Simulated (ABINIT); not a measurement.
# ZnSe (Stilleite) (F-43m) in ABINIT: equation of state with r2SCAN

Aim: the equation of state of ZnSe (Stilleite) with r2SCAN.

Program: ABINIT 10.8.3 (patched build). These are calculated values, not measurements. Logs are shortened: lines on timing, memory, paths and dates and some standing lists are left out, and cuts for length are marked. The log counts tension as positive stress, the text compression.

**1. The structure**

The structure is cubic, space group F-43m (No. 216). Conventional cell: a = 5.668 Å, b = 5.668 Å, c = 5.668 Å, α = 90.00°, β = 90.00°, γ = 90.00°. Se (site symmetry -43m) has 4 Zn at 2.45 Å as nearest neighbours. Around Zn (site symmetry -43m) lie 4 Se at 2.45 Å.

**2. Equation of state, r2SCAN**

run.abi

```
# Datasets: one volume each
ndtset 7
getwfk -1
scalecart1 3*0.9795861087
scalecart2 3*0.9864848297
scalecart3 3*0.9932883884
scalecart4 3*1.0000000000
scalecart5 3*1.0066227096
scalecart6 3*1.0131594038
scalecart7 3*1.0196128224

# Pseudopotentials
pp_dirpath "./"
pseudos "Se.GGA_PBE-JTH.xml, Zn.GGA_PBE-JTH.xml"

# Structure
acell 3*1.0 Angstrom
rprim
     0.0000000000     2.8338000000     2.8338000000
     2.8338000000     0.0000000000     2.8338000000
     2.8338000000     2.8338000000     0.0000000000
ntypat 2
znucl 34 30
natom 2
typat 1 2
xred
     0.7500000000     0.7500000000     0.7500000000
     0.0000000000     0.0000000000     0.0000000000

# Plane-wave basis
ecut 707.496042 eV
pawecutdg 48.0

# k points
kptopt 1
ngkpt 8 8 8
nshiftk 1
shiftk 0.0 0.0 0.0

# Exchange and correlation
ixc -497498
usekden 1
pawxcdev 0

# Bands and occupations
nband 13
occopt 3
tsmear 0.00183747

# SCF cycle
nstep 100
tolvrs 1.0e-7

# Output
iomode 3
prtwf 1
prtden 0
prteig 0
prtebands 0
```

Potentials or basis: JTH PAW PBE v2.0.

Command:

```bash
abinit run.abi > log 2>&1
```

run.abo:

```text
.Version 10.8.3 of ABINIT
 DATASET    1 : space group F-4 3 m (#216); Bravais cF (face-center cubic)
================================================================================
 Values of the parameters that define the memory need for DATASET  1.
     intxc =       0    ionmov =       0      iscf =      17    lmnmax =      18
     lnmax =       6     mgfft =      36  mpssoang =       3    mqgrid =    3001
     natom =       2  nloc_mem =       2    nspden =       1   nspinor =       1
    nsppol =       1      nsym =      24    n1xccc =       1    ntypat =       2
    occopt =       3   xclevel =       2
       mpw =        1847          nfft =       46656          nkpt =          29
 PAW method is used; the additional fine FFT grid is defined by:
   mgfftf=        48    nfftf =    110592
================================================================================
================================================================================
[... 71 lines left out ...]
 DATASET    7 : space group F-4 3 m (#216); Bravais cF (face-center cubic)
================================================================================
 Values of the parameters that define the memory need for DATASET  7.
     intxc =       0    ionmov =       0      iscf =      17    lmnmax =      18
     lnmax =       6     mgfft =      36  mpssoang =       3    mqgrid =    3001
     natom =       2  nloc_mem =       2    nspden =       1   nspinor =       1
    nsppol =       1      nsym =      24    n1xccc =       1    ntypat =       2
    occopt =       3   xclevel =       2
       mpw =        2076          nfft =       46656          nkpt =          29
 PAW method is used; the additional fine FFT grid is defined by:
   mgfftf=        50    nfftf =    125000
================================================================================
================================================================================

--------------------------------------------------------------------------------
------------- Echo of variables that govern the present computation ------------
--------------------------------------------------------------------------------
 -outvars: echo values of preprocessed input variables --------
            acell      1.8897261259E+00  1.8897261259E+00  1.8897261259E+00 Bohr
              amu      7.89600000E+01  6.53900000E+01
             ecut      2.60000000E+01 Hartree
           getwfk          -1
              ixc     -497498
           jdtset        1    2    3    4    5    6    7
         kptrlatt        8    0    0      0    8    0      0    0    8
          kptrlen1     5.93493089E+01
          kptrlen2     5.97672755E+01
          kptrlen3     6.01794767E+01
          kptrlen4     6.05861071E+01
          kptrlen5     6.09873513E+01
          kptrlen6     6.13833841E+01
          kptrlen7     6.17743716E+01
            natom           2
            nband          13
           ndtset           7
            ngfft          36      36      36
          ngfftdg1         48      48      48
          ngfftdg2         48      48      48
          ngfftdg3         48      48      48
          ngfftdg4         48      48      48
          ngfftdg5         48      48      48
          ngfftdg6         48      48      48
          ngfftdg7         50      50      50
             nkpt          29
            nstep         100
             nsym          24
           ntypat           2
           occopt           3
        pawecutdg      4.80000000E+01 Hartree
         pawxcdev           0
           prtden           0
        prtebands           0
           prteig           0
          prtkden           1
            rprim1     0.0000000000E+00  2.7759511148E+00  2.7759511148E+00
                       2.7759511148E+00  0.0000000000E+00  2.7759511148E+00
                       2.7759511148E+00  2.7759511148E+00  0.0000000000E+00
            rprim2     0.0000000000E+00  2.7955007104E+00  2.7955007104E+00
                       2.7955007104E+00  0.0000000000E+00  2.7955007104E+00
                       2.7955007104E+00  2.7955007104E+00  0.0000000000E+00
            rprim3     0.0000000000E+00  2.8147806350E+00  2.8147806350E+00
                       2.8147806350E+00  0.0000000000E+00  2.8147806350E+00
                       2.8147806350E+00  2.8147806350E+00  0.0000000000E+00
            rprim4     0.0000000000E+00  2.8338000000E+00  2.8338000000E+00
                       2.8338000000E+00  0.0000000000E+00  2.8338000000E+00
                       2.8338000000E+00  2.8338000000E+00  0.0000000000E+00
            rprim5     0.0000000000E+00  2.8525674345E+00  2.8525674345E+00
                       2.8525674345E+00  0.0000000000E+00  2.8525674345E+00
                       2.8525674345E+00  2.8525674345E+00  0.0000000000E+00
            rprim6     0.0000000000E+00  2.8710911185E+00  2.8710911185E+00
                       2.8710911185E+00  0.0000000000E+00  2.8710911185E+00
                       2.8710911185E+00  2.8710911185E+00  0.0000000000E+00
            rprim7     0.0000000000E+00  2.8893788161E+00  2.8893788161E+00
                       2.8893788161E+00  0.0000000000E+00  2.8893788161E+00
                       2.8893788161E+00  2.8893788161E+00  0.0000000000E+00
          spgroup         216
           tolvrs      1.00000000E-07
           tsmear      1.83747000E-03 Hartree
            typat      1  2
          usekden           1
           useylm           1
           xangst1     4.1639266723E+00  4.1639266723E+00  4.1639266723E+00
                       0.0000000000E+00  0.0000000000E+00  0.0000000000E+00
           xangst2     4.1932510656E+00  4.1932510656E+00  4.1932510656E+00
                       0.0000000000E+00  0.0000000000E+00  0.0000000000E+00
           xangst3     4.2221709526E+00  4.2221709526E+00  4.2221709526E+00
                       0.0000000000E+00  0.0000000000E+00  0.0000000000E+00
           xangst4     4.2507000000E+00  4.2507000000E+00  4.2507000000E+00
                       0.0000000000E+00  0.0000000000E+00  0.0000000000E+00
           xangst5     4.2788511517E+00  4.2788511517E+00  4.2788511517E+00
                       0.0000000000E+00  0.0000000000E+00  0.0000000000E+00
           xangst6     4.3066366777E+00  4.3066366777E+00  4.3066366777E+00
                       0.0000000000E+00  0.0000000000E+00  0.0000000000E+00
           xangst7     4.3340682242E+00  4.3340682242E+00  4.3340682242E+00
                       0.0000000000E+00  0.0000000000E+00  0.0000000000E+00
            xcart1     7.8686810189E+00  7.8686810189E+00  7.8686810189E+00
                       0.0000000000E+00  0.0000000000E+00  0.0000000000E+00
            xcart2     7.9240960912E+00  7.9240960912E+00  7.9240960912E+00
                       0.0000000000E+00  0.0000000000E+00  0.0000000000E+00
            xcart3     7.9787467571E+00  7.9787467571E+00  7.9787467571E+00
                       0.0000000000E+00  0.0000000000E+00  0.0000000000E+00
            xcart4     8.0326588434E+00  8.0326588434E+00  8.0326588434E+00
                       0.0000000000E+00  0.0000000000E+00  0.0000000000E+00
            xcart5     8.0858568102E+00  8.0858568102E+00  8.0858568102E+00
                       0.0000000000E+00  0.0000000000E+00  0.0000000000E+00
            xcart6     8.1383638447E+00  8.1383638447E+00  8.1383638447E+00
                       0.0000000000E+00  0.0000000000E+00  0.0000000000E+00
            xcart7     8.1902019547E+00  8.1902019547E+00  8.1902019547E+00
                       0.0000000000E+00  0.0000000000E+00  0.0000000000E+00
             xred      7.5000000000E-01  7.5000000000E-01  7.5000000000E-01
                       0.0000000000E+00  0.0000000000E+00  0.0000000000E+00
            znucl       34.00000   30.00000

================================================================================

 chkinp: Checking input parameters for consistency, jdtset=   1.

 chkinp: Checking input parameters for consistency, jdtset=   2.
[... 36 lines left out ...]
 getcut: wavevector=  0.0000  0.0000  0.0000  ngfft=  48  48  48
         ecut(hartree)=     48.000   => boxcut(ratio)=   2.07458

--- Pseudopotential description ------------------------------------------------
- pspini: atom type   1  psp file is ./Se.GGA_PBE-JTH.xml
 Pseudopotential format is: paw10
 basis_size (lnmax)=  4 (lmn_size=  8), orbitals=   0   0   1   1
 Spheres core radius: rc_sph= 2.21132333
 Shapefunction is BESSEL type: shapef(r,l)=aa(1,l)*jl(q(1,l)*r)+aa(2,l)*jl(q(2,l)*r)
 Radius for shape functions =  2.00656599
 Compensation charge density is not taken into account in XC energy/potential

- pspini: atom type   2  psp file is ./Zn.GGA_PBE-JTH.xml
 Pseudopotential format is: paw10
 basis_size (lnmax)=  6 (lmn_size= 18), orbitals=   0   0   1   1   2   2
 Spheres core radius: rc_sph= 2.30769763
 Shapefunction is SIN type: shapef(r)=[sin(pi*r/rshp)/(pi*r/rshp)]**2
 Radius for shape functions =  1.80965103
 Compensation charge density is not taken into account in XC energy/potential

   7.09926356E+02                                ecore*ucvol(ha*bohr**3)
--------------------------------------------------------------------------------

================================================================================

--- !BeginCycle
iteration_state: {dtset: 1, }
solver: {iscf: 17, nstep: 100, nline: 4, wfoptalg: 10, }
tolerances: {tolvrs: 1.00E-07, }
...
[... 1337 lines left out ...]
-Cartesian components of stress tensor (GPa)         [Pressure= -3.3645E+00 GPa]
- sigma(1 1)=  3.36454302E+00  sigma(3 2)=  0.00000000E+00
- sigma(2 2)=  3.36454302E+00  sigma(3 1)=  0.00000000E+00
- sigma(3 3)=  3.36454302E+00  sigma(2 1)=  0.00000000E+00

== END DATASET(S) ==============================================================
================================================================================

 -outvars: echo values of variables after computation  --------
            acell      1.8897261259E+00  1.8897261259E+00  1.8897261259E+00 Bohr
           etotal1    -5.7112830858E+01
           etotal2    -5.7113617471E+01
           etotal3    -5.7114066139E+01
           etotal4    -5.7114203364E+01
           etotal5    -5.7114073733E+01
           etotal6    -5.7113689572E+01
           etotal7    -5.7113067221E+01
            fcart1    -0.0000000000E+00 -0.0000000000E+00 -0.0000000000E+00
                      -0.0000000000E+00 -0.0000000000E+00 -0.0000000000E+00
            fcart2     5.0970707425E-29 -2.5485353713E-29  5.0970707425E-29
                      -5.0970707425E-29  2.5485353713E-29 -5.0970707425E-29
            fcart3    -5.0621582031E-29 -2.3317647570E-45  5.0621582031E-29
                       5.0621582031E-29  2.3317647570E-45 -5.0621582031E-29
            fcart4     1.0056365927E-27 -2.0112731854E-28 -6.0338195561E-28
                      -1.0056365927E-27  2.0112731854E-28  6.0338195561E-28
            fcart5    -2.4975509272E-29 -2.4975509272E-29  7.4926527816E-29
                       2.4975509272E-29  2.4975509272E-29 -7.4926527816E-29
[... 38 lines left out ...]
                       0.0000000000E+00  0.0000000000E+00  0.0000000000E+00
           xangst1     4.1639266723E+00  4.1639266723E+00  4.1639266723E+00
                       0.0000000000E+00  0.0000000000E+00  0.0000000000E+00
           xangst2     4.1932510656E+00  4.1932510656E+00  4.1932510656E+00
                       0.0000000000E+00  0.0000000000E+00  0.0000000000E+00
           xangst3     4.2221709526E+00  4.2221709526E+00  4.2221709526E+00
                       0.0000000000E+00  0.0000000000E+00  0.0000000000E+00
           xangst4     4.2507000000E+00  4.2507000000E+00  4.2507000000E+00
                       0.0000000000E+00  0.0000000000E+00  0.0000000000E+00
           xangst5     4.2788511517E+00  4.2788511517E+00  4.2788511517E+00
                       0.0000000000E+00  0.0000000000E+00  0.0000000000E+00
           xangst6     4.3066366777E+00  4.3066366777E+00  4.3066366777E+00
                       0.0000000000E+00  0.0000000000E+00  0.0000000000E+00
           xangst7     4.3340682242E+00  4.3340682242E+00  4.3340682242E+00
                       0.0000000000E+00  0.0000000000E+00  0.0000000000E+00
             xred      7.5000000000E-01  7.5000000000E-01  7.5000000000E-01
                       0.0000000000E+00  0.0000000000E+00  0.0000000000E+00
 Calculation completed.
```

It took 13 min on 1 thread of Arm Neoverse V2, shared host; peak memory 0.2 GiB.

What came out:

- Equilibrium volume: 22.76 Å³/atom
- Bulk modulus: 66 GPa
- Pressure derivative of the bulk modulus: 3.7 (rough: it moves with the points fitted)

Energy against volume, from the lowest point:
| volume (Å³/atom) | energy (meV/atom) |
| --- | --- |
| 21.391 | 18.67 |
| 21.846 | 7.97 |
| 22.301 | 1.87 |
| 22.757 | 0.00 |
| 23.212 | 1.76 |
| 23.667 | 6.99 |
| 24.122 | 15.46 |

Caveat: pressures at fixed basis lie under the slope of the energies; the PAW data sets were made with another functional, which shifts forces and pressure a little.
